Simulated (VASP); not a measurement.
These are PBE GGA, VASP's PBE PAW potentials (set 64) (plane waves; VASP 6.6.1) values and carry that method's errors.

The input files of a VASP run:

### KPOINTS
```
Regular mesh
0
Gamma
 4 4 4
0 0 0
```

**INCAR**
```
! general
SYSTEM=AlSb
PREC  =Normal
ENCUT =350   ! plane-wave cut-off (eV)
LREAL =.FALSE.   ! projection in real space or not
LASPH =.TRUE.

! electronic loop
EDIFF =1E-8   ! SCF stop (eV)
NELM  =100   ! most electronic steps
ALGO  =Normal

! smearing
ISMEAR=0   ! Gaussian
SIGMA =0.01   ! width (eV)

! functional
GGA   =PE   ! PBE

! output
LWAVE =.TRUE.
LCHARG=.FALSE.
```

POSCAR:
```
AlSb
1
    0.0000000000     2.9858480000     2.9858480000
    2.9858480000     0.0000000000     2.9858480000
    2.9858480000     2.9858480000     0.0000000000
Al Sb
1 1
Direct
  0.0000000000   0.0000000000   0.0000000000
  0.2500000000   0.2500000000   0.2500000000
```

POTCAR, in this order: Al_GW Sb_d_GW (PBE.64 set). Program: vasp_std.

The run wrote:

File OUTCAR:
```
 ion  position               nearest neighbor table
   1  0.000  0.000  0.000-   2 2.59   2 2.59   2 2.59   2 2.59
   2  0.250  0.250  0.250-   1 2.59   1 2.59   1 2.59   1 2.59
  LATTYP: Found a face centered cubic cell.
 ALAT       =     5.9716960000
 Subroutine PRICEL returns:
 Original cell was already a primitive cell.
 Subroutine GETGRP returns: Found 24 space group operations
The static configuration has the point symmetry T_d .
The dynamic configuration has the point symmetry T_d .
 Subroutine INISYM returns: Found 24 space group operations
 Subroutine IBZKPT returns following result:
 Found      8 irreducible k-points:

 Following reciprocal coordinates:
            Coordinates               Weight
  0.000000  0.000000  0.000000      1.000000
  0.250000  0.000000  0.000000      8.000000
  0.500000  0.000000  0.000000      4.000000
  0.250000  0.250000  0.000000      6.000000
  0.500000  0.250000  0.000000     24.000000
 -0.250000  0.250000  0.000000     12.000000
  0.500000  0.500000  0.000000      3.000000
 -0.250000  0.500000  0.250000      6.000000
   k-points           NKPTS =      8   k-points in BZ     NKDIM =      8   number of bands    NBANDS=     13
...
```

OSZICAR:
```
       N       E                     dE             d eps       ncg     rms          rms(c)
DAV:   1     0.105234847342E+03    0.10523E+03   -0.64306E+03   228   0.940E+03
DAV:   2     0.238650293009E+01   -0.10285E+03   -0.99975E+02   360   0.919E+02
DAV:   3    -0.769759677782E+01   -0.10084E+02   -0.10072E+02   288   0.109E+02
DAV:   4    -0.803444987143E+01   -0.33685E+00   -0.33660E+00   288   0.203E+01
DAV:   5    -0.806855922124E+01   -0.34109E-01   -0.34109E-01   341   0.827E+00    0.292E+00
DAV:   6    -0.798366294852E+01    0.84896E-01   -0.60823E-02   331   0.309E+00    0.175E+00
DAV:   7    -0.795005672912E+01    0.33606E-01   -0.76969E-02   248   0.534E+00    0.190E-01
DAV:   8    -0.795163412663E+01   -0.15774E-02   -0.46575E-03   283   0.235E+00    0.889E-02
DAV:   9    -0.795232502682E+01   -0.69090E-03   -0.11312E-03   233   0.362E-01    0.254E-02
DAV:  10    -0.795231027442E+01    0.14752E-04   -0.93650E-05   360   0.374E-01    0.884E-03
DAV:  11    -0.795232042066E+01   -0.10146E-04   -0.21130E-05   213   0.919E-02    0.326E-03
DAV:  12    -0.795231977848E+01    0.64218E-06   -0.23216E-06   310   0.643E-02    0.750E-04
DAV:  13    -0.795232002283E+01   -0.24434E-06   -0.28346E-07   248   0.100E-02    0.149E-04
DAV:  14    -0.795232004678E+01   -0.23951E-07   -0.16990E-08   231   0.202E-03    0.722E-05
DAV:  15    -0.795232003383E+01    0.12949E-07   -0.14359E-09   134   0.127E-03    0.179E-05
DAV:  16    -0.795232003605E+01   -0.22201E-08   -0.72818E-10   139   0.106E-03
   1 F= -.79523200E+01 E0= -.79523200E+01  d E =-.144517E-11
```

### OUTCAR
```
------------------------ aborting loop because EDIFF is reached ----------------------------------------
  FORCE on cell =-STRESS in cart. coord.  units (eV):
  Direction    XX          YY          ZZ          XY          YZ          ZX
  --------------------------------------------------------------------------------------
  Total        2.6218904      2.6218904      2.6218904     -0.0000000     -0.0000000      0.0000000
  in kB       78.9027307     78.9027307     78.9027307     -0.0000000     -0.0000000      0.0000000
  external PRESSURE =      78.9027307 kB  Pullay stress =       0.0000000 kB
  volume of cell :       53.24
      direct lattice vectors                 reciprocal lattice vectors
     0.000000000  2.985848000  2.985848000    -0.167456615  0.167456615  0.167456615
     2.985848000  0.000000000  2.985848000     0.167456615 -0.167456615  0.167456615
     2.985848000  2.985848000  0.000000000     0.167456615  0.167456615 -0.167456615
 POSITION                                       TOTAL-FORCE (eV/Angst)
 -----------------------------------------------------------------------------------
      0.00000      0.00000      0.00000         0.000000      0.000000      0.000000
      1.49292      1.49292      1.49292        -0.000000     -0.000000     -0.000000
 -----------------------------------------------------------------------------------
    total drift:                               -0.000008     -0.000008     -0.000006
  FREE ENERGIE OF THE ION-ELECTRON SYSTEM (eV)
  ---------------------------------------------------
  free  energy   TOTEN  =        -7.9523200360 eV

  energy  without entropy=       -7.9523200360  energy(sigma->0) =       -7.95232004
```
(Selected blocks of OUTCAR.)

The compound is AlSb in the zinc blende structure. This cell is one point of a volume scan, at 0.92 of the reference volume. The k-mesh is coarse (spacing up to 0.46 per Å, 2π included), so the numbers may not be converged in it.
